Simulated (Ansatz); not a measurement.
Chalcopyrite CuInS2, relaxed in Ansatz (plane waves) with several semilocal functionals. Each gives its own volume and its own bulk modulus:

| level | V0 (Å³/atom) | bulk modulus B0 (GPa) | ln V0 | ln B0 |
|---|---|---|---|---|
| LDA | 20.111 | 83.83 | 3.0013 | 4.4288 |
| PBE-D3(BJ) | 21.014 | 72.63 | 3.0452 | 4.2854 |
| r²SCAN | 21.212 | 73.55 | 3.0546 | 4.2980 |
| PBE | 21.836 | 64.68 | 3.0836 | 4.1695 |
| RPBE | 22.674 | 56.09 | 3.1212 | 4.0270 |
| BLYP | 23.288 | 53.19 | 3.1479 | 3.9739 |

Q: Fit a straight line to ln B0 against ln V0. What does it predict for rVV10, whose volume is 22.087 Å³/atom?

A: With x = ln V0 and y = ln B0: means 3.07563 and 4.19710; Σ(Δx Δy) = -0.04613, Σ(Δx²) = 0.01426, so the slope is -3.23. At x = 3.0950 the line gives y = 4.19710 + (-3.23) × (3.0950 − 3.07563) = 4.1345, or 62.46 GPa. The run with rVV10 gives 64.99 GPa, +4.1 % from the line. The rows used scatter about it by up to 3.4 %, while the largest value lies 58 % above the smallest. For comparison, PBE's own equation of state has B′ = 4.9, the slope −d ln B/d ln V at a fixed functional; the two needn't agree, since functionals also differ at one volume.

Ansatz's density-functional and Hartree–Fock values are scalar-relativistic unless marked +SOC, with PAW data made under PBE.

Ansatz is a quantum-chemistry and plane-wave program.
